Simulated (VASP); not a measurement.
Here is a VASP 6.6.1 calculation.

INCAR

```
  AGGAC = 0.0
  ALGO = Normal
  EDIFF = 1E-7
  EDIFFG = -0.005
  ENCUT = 600
  GGA = MK
  IBRION = 2
  ISIF = 3
  ISMEAR = 0
  LASPH = True
  LCHARG = False
  LREAL = False
  LUSE_VDW = True
  LWAVE = False
  NELM = 80
  NSW = 90
  PARAM1 = 0.1234
  PARAM2 = 0.711357
  PREC = Accurate
  SIGMA = 0.03
  ZAB_VDW = -1.8867
```

The input KPOINTS:

```
k-points
0
Gamma
  9 9 5
```

POSCAR

```
ZrSe2                                   
1.0
    3.7669443609     -0.0000000000     -0.0000000000
   -1.8834721805      3.2622695077     -0.0000000000
    0.0000000000     -0.0000000000      6.1463206993
  Zr              Se            
     1     2
Direct
     0.0000000000000000    0.0000000000000000    0.0000000000000000
     0.3333333300000021    0.6666666699999979    0.2594490038740639
     0.6666666699999979    0.3333333300000021    0.7405509961259361
```

Potentials or basis: VASP PAW PBE potentials, release 64 (Zr_sv, Se).

Run with:

```bash
$ cat potpaw_PBE.64/Zr_sv/POTCAR potpaw_PBE.64/Se/POTCAR > POTCAR
$ mpirun -np 1 vasp_std > vasp.out
```

Predict the space group after relaxing (to 0.05 Å).

P-3m1 (No. 164).

What does it give for the band gap on the k mesh?

0.20 eV, indirect (least direct gap 1.00 eV).

Predict the relaxed cell.

a = 3.767 Å, b = 3.767 Å, c = 6.145 Å, α = 90.00°, β = 90.00°, γ = 120.00°.

Predict the relaxed volume.

25.17 Å³/atom.

Final structure:
```
CELL_PARAMETERS angstrom
3.76666 0.00000 0.00000
-1.88333 3.26202 0.00000
0.00000 0.00000 6.14526
ATOMIC_POSITIONS crystal
Zr 0.00000 0.00000 0.00000
Se 0.33333 0.66667 0.25944
Se 0.66667 0.33333 0.74056
```

Caveat: the PAW data sets were made with another functional, which shifts forces and pressure a little; an odd mesh through Γ misses points on the zone boundary, where band edges often lie.
